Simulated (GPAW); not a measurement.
Runs of GPAW 26.7.0 on Te. Symmetry: P3_121, No. 152, trigonal system. Conventional cell: a = 4.454 Å, b = 4.454 Å, c = 5.924 Å, α = 90.00°, β = 90.00°, γ = 120.00°. Te (site symmetry 2) has 2 Te at 2.86 Å as nearest neighbours. 

```csv
task,level,potentials or basis,cell,smearing,eigensolver,band path,band points,optimizer,fmax,gap on the mesh (eV),pressure (GPa),relaxed volume (Å³/atom),largest force (eV/Å)
band structure,BLYP,"PAW data sets generated in the run's folder for this functional, pw",as given,fermi-dirac 0.05 eV,davidson,"GMKGALHA,LM,KH",60,-,-,-,4.7,-,0.18
relaxation of cell and atoms,RPBE+D3(BJ),"the program's PAW data sets (release 1.2.1) made for this functional, pw",relaxed,fermi-dirac 0.05 eV,-,-,-,BFGS,0.02 eV/Å,none,0.0,20.17,0.02
relaxation of cell and atoms,RPBE+D4,"the program's PAW data sets (release 1.2.1) made for this functional, pw",relaxed,fermi-dirac 0.05 eV,-,-,-,LBFGS,0.02 eV/Å,0.48,0.0,30.49,-
relaxation of cell and atoms,BLYP,"PAW data sets generated in the run's folder for this functional, pw",relaxed,fermi-dirac 0.05 eV,davidson,-,-,BFGS,0.05 eV/Å,1.12,0.1,(a),0.01
band structure,r2SCAN,"GPAW PAW data sets (gpaw-data 1.2.1), pw",as given,fermi-dirac 0.05 eV,-,"GMKGALHA,LM,KH",60,-,-,-,(b),-,0.11
single point,PBE,"GPAW PAW data sets (gpaw-data 1.2.1), pw",as given,gaussian 0.012 eV,-,-,-,-,-,(c),1.1,-,0.11
```

Alike in all rows: no spin polarisation; k mesh 7 × 7 × 5; cutoff (eV) 600.

Fill in the values left out.

(a) 46.15; (b) 0.5; (c) 0.63.

Caveats: spin-orbit coupling is left out, which moves the levels of the heavy elements (some runs); later steps reuse the first step's grids (some runs); an odd mesh through Γ misses points on the zone boundary, where band edges often lie (some runs); the volume moved by over 15 % at a fixed basis, so the end points are rough (some runs); the volume moved by -41 % from the deposited cell, more than functionals usually miss (some runs); pairwise dispersion overbinds metals, which lowers pressure and volume (some runs); the volume moved by -10 % from the deposited cell, more than functionals usually miss (some runs).

A k mesh can miss the band edges, and the runs leave out spin-orbit coupling on Te.

A gap of «none» marks a metal or a gap under the smearing width.
